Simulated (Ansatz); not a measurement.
# HfN: an energy map of one atom

Aim: for HfN, map the energy of atom 2 (N) over a plane.

Method: DFT PBEsol, scalar-relativistic, plane waves, PAW, in Ansatz 0.2.0.

## 1. The starting structure

It takes space group F-43m (No. 216, cubic). Conventional cell: a = 4.910 Å, b = 4.910 Å, c = 4.910 Å, α = 90.00°, β = 90.00°, γ = 90.00°. Hf (site symmetry -43m) is surrounded by 4 N at 2.13 Å. Around N (site symmetry -43m) lie 4 Hf at 2.13 Å.

Coordinates:

```cif
data_structure
_symmetry_space_group_name_H-M 'F-43m'
_symmetry_Int_Tables_number 216
_cell_length_a 4.9096
_cell_length_b 4.9096
_cell_length_c 4.9096
_cell_angle_alpha 90.000
_cell_angle_beta 90.000
_cell_angle_gamma 90.000
_cell_volume 118.35
loop_
_atom_site_label
_atom_site_type_symbol
_atom_site_symmetry_multiplicity
_atom_site_Wyckoff_symbol
_atom_site_fract_x
_atom_site_fract_y
_atom_site_fract_z
_atom_site_occupancy
Hf1 Hf 4 a 0.00000 0.00000 0.00000 1
N1 N 4 c 0.25000 0.25000 0.25000 1
```

It goes back to an entry of the Materials Project, which need not be the stable form.

No relaxation comes first: the listed cell is the starting point.

## 2. Zero of energy

Reference values: F = -15979.5626 eV; pressure -5.01 GPa; largest force 0.000 eV/Å; gap on the mesh none (metal). It was computed beforehand with the settings of the runs below.

## 3. Next: an energy map of one atom

Atom 2 (N) is moved by p along (1.000, 0.000, 0.000) and q along (0.000, 1.000, 0.000) (Å), all else fixed; its images in the other cells move with it. Points alike by symmetry are run once.

## 4. p = -0.600, q = -0.600

File input.yaml:

```yaml
crystal:
  lattice:
    - [0.0, 2.454822, 2.454822]
    - [2.454822, 0.0, 2.454822]
    - [2.454822, 2.454822, 0.0]
  atoms:
    - { symbol: Hf, position: [0.0, 0.0, 0.0] }
    - { symbol: "N", position: [0.75, 0.75, 0.5055830932] }
basis:
  ecutwfc: 420
kpoints:
  mp_grid: { grid: [16, 16, 16] }
hamiltonian:
  xc: pbesol
scf:
  occupations: { method: gaussian, width: 0.15 }
output:
  forces: true
  stress: true
  eigenvalues: true
```

Started as:

```
> ansatz run input.yaml --threads 1 --pin off --max-ram 2560MiB --backend cpu --events-out ev --progress --plain --runs-dir out
```

## 5. Point p = -0.600, q = 0.000

Changes to input.yaml since step 4:

```diff
@@ -7,3 +7,3 @@
     - { symbol: Hf, position: [0.0, 0.0, 0.0] }
-    - { symbol: "N", position: [0.75, 0.75, 0.5055830932] }
+    - { symbol: "N", position: [0.8722084534, 0.6277915466, 0.6277915466] }
 basis:
```

## 6. At p = -0.600, q = -0.300

Changes to input.yaml since step 5:

```diff
@@ -7,3 +7,3 @@
     - { symbol: Hf, position: [0.0, 0.0, 0.0] }
-    - { symbol: "N", position: [0.8722084534, 0.6277915466, 0.6277915466] }
+    - { symbol: "N", position: [0.8111042267, 0.6888957733, 0.5666873199] }
 basis:
```

## 7. Point p = -0.300, q = 0.000

Changes to input.yaml since step 6:

```diff
@@ -7,3 +7,3 @@
     - { symbol: Hf, position: [0.0, 0.0, 0.0] }
-    - { symbol: "N", position: [0.8111042267, 0.6888957733, 0.5666873199] }
+    - { symbol: "N", position: [0.8111042267, 0.6888957733, 0.6888957733] }
 basis:
```

## 8. Point p = -0.300, q = -0.300

Changes to input.yaml since step 7:

```diff
@@ -7,3 +7,3 @@
     - { symbol: Hf, position: [0.0, 0.0, 0.0] }
-    - { symbol: "N", position: [0.8111042267, 0.6888957733, 0.6888957733] }
+    - { symbol: "N", position: [0.75, 0.75, 0.6277915466] }
 basis:
```

(Steps that only read results are left out.)

What does the calculation give? Wanted: highest point; lowest point away from the origin.

As calculated:

```
                         quantity                                       value
                    highest point  5.746 eV/cell at (p, q) = (-0.600, -0.600)
lowest point away from the origin            0.519 eV/cell at (-0.300, 0.000)
```

What this shows: The undisturbed cell is the lowest computed point. Read as harmonic, the points at ±0.300 Å give force constants of 11.53 eV/Å² along p and 11.53 eV/Å² along q, so the site is nearly isotropic in this plane. Spin-orbit coupling is left out for Hf. Spin polarisation is off in the runs that give these values; a magnetic solution could lie lower. Where forces pass 15 eV/Å atoms stand far too close, the PAW spheres overlap strongly and those numbers are rough.
